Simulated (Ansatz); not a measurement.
# TiO2: the cost of one run

All numbers below are computed with Ansatz 0.2.0 (DFT PBE, scalar-relativistic, plane waves, PAW).

3 further runs of the same task are left out: 3 set aside as unsound or not needed.

### 1 The structure to begin with

The cell holds 29 atoms (O19Ti10): a = 7.720 Å, b = 7.720 Å, c = 7.720 Å, α = 102.18°, β = 113.24°, γ = 113.24°.

The coordinates of this cell stand in the input of its own run.

The host was relaxed before at PBE: a = 3.799 Å, b = 3.799 Å, c = 9.698 Å, α = 90.00°, β = 90.00°, γ = 90.00° (conventional cell), 11.665 Å³/atom.

Places, in fractions of the supercell: a vacancy on O at (0.500, 0.044, 0.544). Its neighbours start displaced at random by about 0.03 Å.

### 2 Band edges of the host over the zone

input.yaml

```yaml
crystal:
  lattice:
    - [-1.8995999942, 1.8995999942, 4.8488731938]
    - [1.8995999942, -1.8995999942, 4.8488731938]
    - [1.8995999942, 1.8995999942, -4.8488731938]
  atoms:
    - { symbol: Ti, position: [0.0, 0.0, 0.0] }
    - { symbol: Ti, position: [0.75, 0.25, 0.5] }
    - { symbol: O, position: [0.9564814582, 0.4564814582, 0.5] }
    - { symbol: O, position: [0.2064814582, 0.2064814582, 0.0] }
    - { symbol: O, position: [0.5435185418, 0.0435185418, 0.5] }
    - { symbol: O, position: [0.7935185418, 0.7935185418, 0.0] }
basis:
  ecutwfc: 420
  xc_grid: 2
kpoints:
  mp_grid: { grid: [10, 10, 10] }
  band_path: { path: [VBM, CBM], npoints: 2 }
hamiltonian:
  xc: pbe
scf:
  occupations: { method: gaussian, width: 0.02 }
output:
  forces: true
  stress: true
  eigenvalues: true
```

Command:

```bash
$ ansatz run input.yaml --threads 8 --pin off --max-ram 16384MiB --backend cpu --events-out ev --progress --plain --runs-dir out
```

Q: Estimate wall time and peak memory on 8 threads of Arm Neoverse V1, shared host.

About 3.3 s, with a peak of 0.53 GiB.
